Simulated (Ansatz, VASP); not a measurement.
## MgTe in VASP and in Ansatz

File INCAR:

```
SYSTEM = MgTe
PREC = Accurate
ENCUT = 520
EDIFF = 1E-7
ISMEAR = 0
SIGMA = 0.02
LREAL = .False.
LASPH = .True.
NELM = 100
ALGO = Fast
ISIF = 2
LWAVE = .False.
LCHARG = .False.
GGA = PS
NBANDS = 16
```

File KPOINTS:

```
Automatic mesh
0
Gamma
  12 12 6
  0 0 0
```

The input POSCAR:

```
MgTe
1.0
    4.5617935129      0.0000000000      0.0000000000
   -2.2808967565      3.9506290690      0.0000000000
    0.0000000000      0.0000000000      7.4093508375
Mg Te
2 2
Direct
    0.3333333333      0.6666666667      0.9965420005
    0.6666666667      0.3333333333      0.4965420005
    0.3333333333      0.6666666667      0.3734579995
    0.6666666667      0.3333333333      0.8734579995
```

Input for Ansatz:

```yaml
crystal:
  lattice:
    - [4.5617935129, 0.0, 0.0]
    - [-2.2808967565, 3.950629069, 0.0]
    - [0.0, 0.0, 7.4093508375]
  atoms:
    - { symbol: Mg, position: [0.3333333333, 0.6666666667, 0.9965420005] }
    - { symbol: Mg, position: [0.6666666667, 0.3333333333, 0.4965420005] }
    - { symbol: Te, position: [0.3333333333, 0.6666666667, 0.3734579995] }
    - { symbol: Te, position: [0.6666666667, 0.3333333333, 0.8734579995] }
basis:
  ecutwfc: 420
kpoints:
  mp_grid: { grid: [12, 12, 6] }
hamiltonian:
  xc: pbesol
  pseudopotentials: { kind: paw, azcp: { folder: soft_1 } }
scf:
  occupations: { method: gaussian, width: 0.02 }
output:
  forces: true
  stress: true
  eigenvalues: true
```

Alike in both runs: task single point; functional PBEsol; k mesh 12 × 12 × 6; occupations gaussian, width 0.02 eV; no spin polarisation.

```csv
,VASP,Ansatz
version,VASP 6.6.1,Ansatz 0.2.0
potentials or method,"VASP PAW PBE potentials, release 64 (Mg, Te)","scalar-relativistic, plane waves, PAW"
plane-wave cutoff (eV),520,420
valence electrons in the cell,16,52
```

|  | VASP | Ansatz | Ansatz less VASP |
| --- | --- | --- | --- |
| gap on the k mesh at the Fermi level (eV) | 2.39 | 2.39 | -0.003 |
| least direct gap on the mesh (eV) | 2.39 | 2.39 | -0.003 |
| pressure (GPa) | 0.0 | 0.0 | -0.04 |

The two sets of potentials don't hold the same shells in valence. Ansatz warned: «pseudo_functional_mismatch».

Caveats: the PAW data sets were made with another functional, which shifts forces and pressure a little (VASP); spin-orbit coupling is left out, which moves the levels of the heavy elements. A k mesh can miss the band edges. Expect the measured gap to be larger: semilocal functionals such as PBEsol lack the derivative discontinuity.
